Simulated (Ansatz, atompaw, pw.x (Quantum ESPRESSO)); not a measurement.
**tantalum: does the PAW (atompaw) potential hold in the solid?**

Ta, PAW, made with atompaw 4.2.0.5 (PBEsol, scalar-relativistic). Core [Kr] 4d10 4f14, reference 5s2 5p6 5d3 6s2 6p0. Waves: 5s (bound): rc 1.35 bohr; 6s (bound): rc 1.60 bohr; 5p (bound): rc 2.35 bohr; 6p (bound, empty): rc 1.80 bohr; 5d (bound): rc 2.85 bohr; 5d channel at 2.8 Ry: rc 2.85 bohr. Local part: bessel scheme, radius 2.05 bohr. Core correction: smooth core density matched at 1.85 bohr. Augmentation charge: sinc compensation charge, radius 2.55 bohr; PAW radius 2.85 bohr; waves and projectors: custom rrkj gramschmidtortho.

Crystal test: fcc Ta in pw.x 7.5, no spin, 14³ k-points, Fermi–Dirac smearing 0.01 Ry, cutoffs 50/500 Ry. The reference is all-electron LAPW (Ansatz 0.2.0) with the same functional, mesh and smearing; V0 and B0 come from Birch–Murnaghan fits to the pressures at five volumes. Errors are pseudo minus all-electron; Δ is the rms difference of the E(V) curves that follow from these fits, minima aligned, over ±6 % about the mean V0. Mesh and smearing are coarse, so the numbers serve the comparison and aren't converged zero-temperature values; the lattice is a test structure that the element need not adopt.

```json
{"V (Å³/atom)": "17.367", "P all-electron (GPa)": "10.42", "P pseudo (GPa)": "27.51"}
{"V (Å³/atom)": "17.824", "P all-electron (GPa)": "4.57", "P pseudo (GPa)": "20.44"}
{"V (Å³/atom)": "18.281", "P all-electron (GPa)": "-0.64", "P pseudo (GPa)": "14.16"}
{"V (Å³/atom)": "18.738", "P all-electron (GPa)": "-5.27", "P pseudo (GPa)": "8.57"}
{"V (Å³/atom)": "19.195", "P all-electron (GPa)": "-9.40", "P pseudo (GPa)": "3.57"}
```

All-electron: a0 = 4.177 Å (V0 = 18.22 Å³/atom), B0 = 198.7 GPa.

Pseudopotential: mean pressure error (GPa): +14.91. The pressure does not cross zero within the volumes sampled, so no fit is given. This is a poor potential for the solid.

**Question.** At the middle volume, how do free energy and pressure move when the wave cutoff is lowered (ecutrho held at 500 Ry)?

**Answer.**

| cutoff (Ry) | shift of F (meV/atom) | shift of P (GPa) |
| --- | --- | --- |
| 22 | +582.2 | -9.34 |
| 30 | +103.2 | -3.62 |
| 40 | +18.4 | -0.22 |

Input at the middle volume:

```
&control
  calculation='scf', prefix='x', pseudo_dir='./', outdir='./tmp', tstress=.true., disk_io='low'
/
&system
  ibrav=0, nat=1, ntyp=1, ecutwfc=50, ecutrho=500, nbnd=14,
  occupations='smearing', smearing='fd', degauss=0.01
/
&electrons
  conv_thr=1e-09, mixing_beta=0.4, electron_maxstep=70
/
ATOMIC_SPECIES
Ta 1.0 Ta.UPF
CELL_PARAMETERS angstrom
  0.00000000 2.09085212 2.09085212
  2.09085212 0.00000000 2.09085212
  2.09085212 2.09085212 0.00000000
ATOMIC_POSITIONS crystal
Ta 0.0000 0.0000 0.0000
K_POINTS automatic
14 14 14 0 0 0
```

```bash
pw.x < Ta.scf.in > Ta.scf.out
```

Lines of the output:

```
Message from routine setup:
     using ibrav=0 with symmetry is DISCOURAGED, use correct ibrav instead
     lattice parameter (alat)  =       5.5878  a.u.
     unit-cell volume          =     123.3663 (a.u.)^3
     number of electrons       =        13.00
     number of Kohn-Sham states=           14
     kinetic-energy cutoff     =      50.0000  Ry
     charge density cutoff     =     500.0000  Ry
     scf convergence threshold =      1.0E-09
     Exchange-correlation= SLA PW PSX PSC
     number of k points=   104  Fermi-Dirac smearing, width (Ry)=  0.0100
     iteration #  1     ecut=    50.00 Ry     beta= 0.40
     total energy              =    -717.78110397 Ry
     estimated scf accuracy    <       0.11353348 Ry
     iteration #  2     ecut=    50.00 Ry     beta= 0.40
     total energy              =    -717.78784644 Ry
     estimated scf accuracy    <       0.00736005 Ry
     iteration #  3     ecut=    50.00 Ry     beta= 0.40
     total energy              =    -717.79571986 Ry
     estimated scf accuracy    <       0.00392954 Ry
     iteration #  4     ecut=    50.00 Ry     beta= 0.40
     total energy              =    -717.79902975 Ry
     estimated scf accuracy    <       0.00239332 Ry
     iteration #  5     ecut=    50.00 Ry     beta= 0.40
     total energy              =    -717.79987009 Ry
     estimated scf accuracy    <       0.00009671 Ry
     iteration #  6     ecut=    50.00 Ry     beta= 0.40
     total energy              =    -717.79993300 Ry
     estimated scf accuracy    <       0.00001987 Ry
     iteration #  7     ecut=    50.00 Ry     beta= 0.40
     total energy              =    -717.79993849 Ry
     estimated scf accuracy    <       0.00000028 Ry
     iteration #  8     ecut=    50.00 Ry     beta= 0.40
     total energy              =    -717.79993978 Ry
     estimated scf accuracy    <       0.00000108 Ry
     iteration #  9     ecut=    50.00 Ry     beta= 0.40
     total energy              =    -717.79993977 Ry
     estimated scf accuracy    <       0.00000026 Ry
     iteration # 10     ecut=    50.00 Ry     beta= 0.40
     total energy              =    -717.79993978 Ry
     estimated scf accuracy    <       0.00000003 Ry
     iteration # 11     ecut=    50.00 Ry     beta= 0.40
     total energy              =    -717.79993978 Ry
     estimated scf accuracy    <          2.5E-09 Ry
     iteration # 12     ecut=    50.00 Ry     beta= 0.40
     the Fermi energy is    17.9993 ev
!    total energy              =    -717.79993978 Ry
     estimated scf accuracy    <          6.8E-11 Ry
     smearing contrib. (-TS)   =      -0.00570742 Ry
     The total energy is F=E-TS. E is the sum of the following terms:
     one-electron contribution =     -12.48218600 Ry
     hartree contribution      =      17.99787156 Ry
     xc contribution           =     -15.61919667 Ry
     ewald contribution        =     -98.05298059 Ry
     one-center paw contrib.   =    -609.63774066 Ry
     convergence has been achieved in  12 iterations
          total   stress  (Ry/bohr**3)                   (kbar)     P=      141.57
```

The run at the middle volume (104 k-points, 12 iterations) took about 24 s on one core of a shared host (AMD EPYC 7R43 64-Core Processor, 256 threads, 1004 GiB, load 78).
